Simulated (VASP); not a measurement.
# WS2 in VASP: further runs

One slab, WS2, is run at these levels: PBE; tasks: single point.

Everything below comes from runs of VASP 6.6.1. Logs are shortened: lines on timing, memory, paths and dates and some standing lists are left out, and cuts for length are marked.

### Step 1. The slab as given

The cell holds a slab with vacuum, 3 atoms: a = 3.180 Å, b = 3.180 Å, c = 15.125 Å, α = 90.00°, β = 90.00°, γ = 120.00°.

### Step 2. Single point, PBE

File INCAR:

```
PREC     = Accurate       # precision mode
ENCUT    = 650            # plane-wave cutoff, eV
EDIFF    = 1E-7           # SCF threshold, eV
ISMEAR   = 0              # smearing method
SIGMA    = 0.05           # smearing width, eV
LREAL    = F              # projectors in reciprocal space
LASPH    = T              # aspherical terms in the spheres
NELM     = 120            # most SCF steps
ALGO     = Normal         # electronic algorithm
ISIF     = 2              # what is computed and relaxed
LWAVE    = F              # write WAVECAR
LCHARG   = F              # write CHGCAR
LDIPOL   = T            
IDIPOL   = 3            
DIPOL    = 0.5 0.5 0.500
GGA      = PE             # functional
NBANDS   = 24             # bands
LVHAR    = T            
LVACPOTAV= T
```

File KPOINTS:

```
regular mesh
0
Gamma
  3 3 1
```

File POSCAR:

```
WS2
1.0
    3.1800000000      0.0000000000      0.0000000000
   -1.5900000000      2.7539607800      0.0000000000
    0.0000000000      0.0000000000     15.1250000000
S W
2 1
Direct
    0.3333333333      0.6666666667      0.3966942149
    0.3333333333      0.6666666667      0.6033057851
    0.6666666667      0.3333333333      0.5000000000
```

Potentials or basis: VASP PAW PBE potentials, release 64 (S, W_sv).

The run is started by

```bash
> cat potpaw_PBE.64/S/POTCAR potpaw_PBE.64/W_sv/POTCAR > POTCAR
> mpirun -np 1 vasp_std > vasp.out
```

OUTCAR:

```text
PREC = Accurate
   ENCUT = 650
   EDIFF = 1E-7
   ISMEAR = 0
   LREAL = F
   LASPH = T
   NELM = 120
   ISIF = 2
   GGA = PE

 Found      3 irreducible k-points:

 Following reciprocal coordinates:
            Coordinates               Weight
  0.000000  0.000000  0.000000      1.000000
  0.333333  0.000000  0.000000      6.000000
  0.333333  0.333333  0.000000      2.000000
   k-points           NKPTS =      3   k-points in BZ     NKDIM =      3   number of bands    NBANDS=     24
   number of dos      NEDOS =    301   number of ions     NIONS =      3
   total plane-waves  NPLWV =  98784
   dimension x,y,z NGX =    28 NGY =   28 NGZ =  126
   dimension x,y,z NGXF=    56 NGYF=   56 NGZF=  252
   ions per type =               2   1
   NGX,Y,Z   is equivalent  to a cutoff of  14.64, 14.64, 13.85 a.u.
   NGXF,Y,Z  is equivalent  to a cutoff of  29.28, 29.28, 27.70 a.u.
 SYSTEM =  unknown system
   PREC   = accura    normal or accurate (medium, high low for compatibility)
   ISTART =      0    job   : 0-new  1-cont  2-samecut
   ICHARG =      2    charge: 1-file 2-atom 10-const
   ISPIN  =      1    spin polarized calculation?
   LNONCOLLINEAR =      F non collinear calculations
   LSORBIT =      F    spin-orbit coupling
   LASPH  =      T    aspherical Exc in radial PAW
   ENCUT  =  650.0 eV  47.77 Ry    6.91 a.u.   6.61  6.61 31.44*2*pi/ulx,y,z
   NELM   =    120;   NELMIN=  2; NELMDL= -5     # of ELM steps
   EDIFF  = 0.1E-06   stopping-criterion for ELM
   LREAL  =      F    real-space projection
   EDIFFG = 0.1E-05   stopping-criterion for IOM
   NSW    =      0    number of steps for IOM
   IBRION =     -1    ionic relax: 0-MD 1-quasi-New 2-CG
   NFREE  =      0    steps in history (QN), initial steepest desc. (CG)
   ISIF   =      2    stress and relaxation
   ISYM   =      2    0-nonsym 1-usesym 2-fastsym
   POTIM  = 0.5000    time-step for ionic-motion
   TEBEG  =    0.0;   TEEND  =   0.0 temperature during run
   PSTRESS=    0.0 pullay stress
   NELECT =      26.0000    total number of electrons
   NUPDOWN=      -1.0000    fix difference up-down
   EMIN   =  10.00;   EMAX   =-10.00  energy-range for DOS
   EFERMI =   0.00;   METHOD = LEGACY
   ISMEAR =     0;   SIGMA  =   0.05  broadening in eV -4-tet -1-fermi 0-gaus
   EFERMI_NEDOS =   21; number of points for ismear=-14 and -15
   IALGO  =     38    algorithm
   IMIX   =      4    mixing-type and parameters
     AMIX     =   0.40;   BMIX     =  1.00
     AMIX_MAG =   1.60;   BMIX_MAG =  1.00
  volume/ion in A,a.u.               =      44.15       297.96
  Fermi-wavevector in a.u.,A,eV,Ry     =   0.951421  1.797924 12.316008  0.905201
  Thomas-Fermi vector in A             =   2.079889
   LORBIT       =      0    0 simple, 1 ext, 2 COOP (PROOUT), +10 PAW based schemes
   GGA     = PE    functional components
   LHFCALC =     F    Hartree Fock is set to
   AEXX    =    0.0000 exact exchange contribution
   IVDW    =     0    specifies the selected vdW correction
   LEPSILON=     F    determine dielectric tensor
   LRPA    =     F    only Hartree local field effects (RPA)
 non-spin polarized calculation
 Gauss-broadening in eV      SIGMA  =   0.05
  energy-cutoff  :      650.00
  volume of cell :      132.46
 maximum number of plane-waves:      5043
 NGX is ok and might be reduce to    28
   NGX = 13   NGY = 13   NGZ = 63

 dipolmoment           0.000000      0.000000      0.000000 electrons x Angstroem

 number of electron      25.9999997 magnetization

 dipolmoment           0.000000      0.000000     -0.000000 electrons x Angstroem

 Free energy of the ion-electron system (eV)
  ---------------------------------------------------
  ext. energy  EPLUGINS =         0.00000000
  ---------------------------------------------------
  free energy    TOTEN  =       -23.64992558 eV

  energy without entropy =      -23.64992558  energy(sigma->0) =      -23.64992558

 E-fermi :  -0.2244     XC(G=0):  -5.1026

 val. band max:       -0.6026081625   @ k =   0.3333   0.3333   0.0000
 cond. band min:       1.1897136074   @ k =   0.3333   0.3333   0.0000
 fundamental gap:      1.7923217699
 Fermi energy:        -0.2243967832

 k-point     1 :       0.0000    0.0000    0.0000
  band No.  band energies     occupation
      1     -74.5857      2.00000
      2     -38.8938      2.00000
      3     -38.6524      2.00000
      4     -38.6524      2.00000
      5     -15.4510      2.00000
      6     -13.8113      2.00000
[... 16 lines left out ...]
     23       8.5549      0.00000
     24       9.9273      0.00000

 k-point     2 :       0.3333    0.0000    0.0000
  band No.  band energies     occupation
      1     -74.5730      2.00000
      2     -38.9060      2.00000
      3     -38.8473      2.00000
      4     -38.7121      2.00000
      5     -13.9764      2.00000
      6     -13.2840      2.00000
[... 16 lines left out ...]
     23       9.4723      0.00000
     24       9.9920      0.00000

 k-point     3 :       0.3333    0.3333    0.0000
  band No.  band energies     occupation
      1     -74.5667      2.00000
      2     -38.9040      2.00000
      3     -38.8700      2.00000
      4     -38.8240      2.00000
      5     -13.0089      2.00000
      6     -12.9053      2.00000
[... 16 lines left out ...]
     23      10.7499      0.00000
     24      10.7644      0.00000

------------------------ aborting loop because EDIFF is reached ----------------------------------------

  FORCE on cell =-STRESS in cart. coord.  units (eV):
  Direction    XX          YY          ZZ          XY          YZ          ZX
  --------------------------------------------------------------------------------------
  -------------------------------------------------------------------------------------
  Total        0.6887583      0.6887583      0.1536373      0.0000000     -0.0000000     -0.0000000
  in kB        8.3310005      8.3310004      1.8583474      0.0000000     -0.0000000     -0.0000000
  external PRESSURE =       6.1734494 kB  Pullay stress =       0.0000000 kB

 VOLUME and BASIS-vectors are now :
 -----------------------------------------------------------------------------
  energy-cutoff  :      650.00
  volume of cell :      132.46
      direct lattice vectors                 reciprocal lattice vectors
     3.180000000  0.000000000  0.000000000     0.314465409  0.181556689  0.000000000
    -1.590000000  2.753960780  0.000000000     0.000000000  0.363113377  0.000000000
     0.000000000  0.000000000 15.125000000     0.000000000  0.000000000  0.066115702

 POSITION                                       TOTAL-FORCE (eV/Angst)
 -----------------------------------------------------------------------------------
     -0.00000      1.83597      6.00000         0.000000      0.000000     -0.050770
     -0.00000      1.83597      9.12500        -0.000000     -0.000000      0.050770
      1.59000      0.91799      7.56250        -0.000000     -0.000000      0.000000
 -----------------------------------------------------------------------------------
    total drift:                               -0.000000      0.000000     -0.000000

  FREE ENERGIE OF THE ION-ELECTRON SYSTEM (eV)
  ---------------------------------------------------
  free  energy   TOTEN  =       -23.6499255773 eV

  energy  without entropy=      -23.6499255773  energy(sigma->0) =      -23.64992558

 vacuum level on the upper side and lower side of the slab         5.045         5.045
```

OSZICAR:

```text
N       E                     dE             d eps       ncg     rms          rms(c)
DAV:   1     0.206276093294E+03    0.20628E+03   -0.15170E+04   168   0.110E+03
DAV:   2    -0.108707295787E+02   -0.21715E+03   -0.20718E+03   168   0.257E+02
DAV:   3    -0.246900441550E+02   -0.13819E+02   -0.13624E+02   200   0.622E+01
[... 14 lines left out ...]
DAV:  18    -0.236499232310E+02   -0.11507E-04   -0.62923E-07   160   0.276E-03    0.734E-03
DAV:  19    -0.236499248548E+02   -0.16237E-05   -0.54345E-08   144   0.949E-04    0.372E-03
DAV:  20    -0.236499254085E+02   -0.55377E-06   -0.50164E-08   120   0.893E-04    0.876E-04
DAV:  21    -0.236499255622E+02   -0.15372E-06   -0.15605E-08   136   0.513E-04    0.132E-03
DAV:  22    -0.236499255773E+02   -0.15097E-07   -0.93586E-10   128   0.175E-04
   1 F= -.23649926E+02 E0= -.23649926E+02  d E =-.886995E-27
```

stdout:

```text
POSCAR found type information on POSCAR S W
 POSCAR found :  2 types and       3 ions
 scaLAPACK will be used
 LDA part: xc-table for (Slater+PW92), standard interpolation
 POSCAR, INCAR and KPOINTS ok, starting setup
 FFT: planning ... GRIDC
 FFT: planning ... GRID_SOFT
 FFT: planning ... GRID
 WAVECAR not read
 entering main loop
 -----------------------------------------------------------------------------
|                                                                             |
|           W    W    AA    RRRRR   N    N  II  N    N   GGGG   !!!           |
|           W    W   A  A   R    R  NN   N  II  NN   N  G    G  !!!           |
|           W    W  A    A  R    R  N N  N  II  N N  N  G       !!!           |
|           W WW W  AAAAAA  RRRRR   N  N N  II  N  N N  G  GGG   !            |
|           WW  WW  A    A  R   R   N   NN  II  N   NN  G    G                |
|           W    W  A    A  R    R  N    N  II  N    N   GGGG   !!!           |
|                                                                             |
|     Did not find any points to average over, which means that no vacuum     |
|     field-free region was found. Please increase the size of  your cell     |
|     in the dimension of the dipole correction to obtain accurate            |
|     workfunction values.                                                    |
|                                                                             |
 -----------------------------------------------------------------------------
```

Wall time 20 s (1 thread of Intel Xeon Platinum 8488C (Sapphire Rapids), shared host); peak memory 0.28 GiB.

These settings aren't checked as converged: the numbers below hold their error.

Results:

```yaml
Free_energy: -23.6499 eV
Largest_force: 0.051 eV/Å
Band_gap_on_the_k_mesh: 1.79 eV, direct
Ionisation_potential_of_the_upper_face: 5.65 eV
```

Caveat: the k mesh is coarse (spacing up to 0.76 Å⁻¹), so the values aren't converged; spin-orbit coupling is left out, which moves the levels of the heavy elements.

[end of part 1 of 2]
